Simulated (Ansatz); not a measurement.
Ba (sc type), DFT, PBE, all-electron LAPW, scalar-relativistic (Ansatz 0.2.0), on 1 thread of Arm Neoverse V2 (shared host).

Command: `ansatz run input.yaml --threads 1 --pin off --max-ram 2048MiB --backend cpu --events-out ev --progress --plain --runs-dir out`

```yaml
crystal:
  lattice:
    - [3.640558974, 0.0, 0.0]
    - [0.0, 3.640558974, 0.0]
    - [0.0, 0.0, 3.640558974]
  atoms:
    - { symbol: Ba, position: [0.0, 0.0, 0.0] }
kpoints:
  mp_grid: { grid: [9, 9, 9] }
  band_path:
    path:
      - [0.0, 0.0, 0.0]
      - [0.0, 0.5, 0.0]
      - [0.5, 0.5, 0.0]
      - [0.0, 0.0, 0.0]
      - [0.5, 0.5, 0.5]
      - [0.0, 0.5, 0.0]
      - [0.5, 0.5, 0.5]
      - [0.5, 0.5, 0.0]
    npoints: 8
scf:
  occupations: { method: fermi_dirac, width: 0.08 }
hamiltonian:
  xc: pbe
  pseudopotentials: { kind: all_electron, lapw: { basis_error: 0.001 } }
output:
  forces: true
  stress: true
  eigenvalues: true
  populations: true
  dos: { projected: true, de: 0.2, e_range: [-14, 8] }
```

**Question.** How large is the problem that the program sets up?

**Answer.** 35 irreducible k-points, 147 plane waves at Γ, 17 bands.

**Question.** About how long does it take?

**Answer.** 4.6 s of wall time for 8 SCF iterations. Times on shared machines scatter by tens of per cent.
